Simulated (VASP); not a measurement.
A run of VASP 6.6.1 is set up as follows.

Contents of INCAR:

```
  PREC = Accurate
  ENCUT = 520
  EDIFF = 1E-6
  ISMEAR = 0
  SIGMA = 0.1
  LREAL = False
  LASPH = True
  NELM = 100
  ALGO = Normal
  ISIF = 2
  LWAVE = False
  LCHARG = True
  GGA = PS
  LELF = True
  LVHAR = True
  NBANDS = 12
```

Contents of KPOINTS:

```
regular mesh
0
Gamma
  18 18 18
```

Contents of POSCAR:

```
Nb
1.0
    0.0000000000     -2.0852054920     -2.0852054920
    2.0852054920      0.0000000000     -2.0852054920
    2.0852054920     -2.0852054920      0.0000000000
Nb
1
Direct
    0.0000000000      0.0000000000      0.0000000000
```

Potentials or basis: VASP PAW PBE potentials, release 64 (Nb_sv).

The run is started by

```bash
$ cat potpaw_PBE.64/Nb_sv/POTCAR > POTCAR
$ mpirun -np 1 vasp_std > vasp.out
```

(1) Predict the pressure.

(2) Predict the band gap on the k mesh.

Results:

(1) -0.3 GPa.

(2) none (metal or under the smearing width).

Caveat: the PAW data sets were made with another functional, which shifts forces and pressure a little.
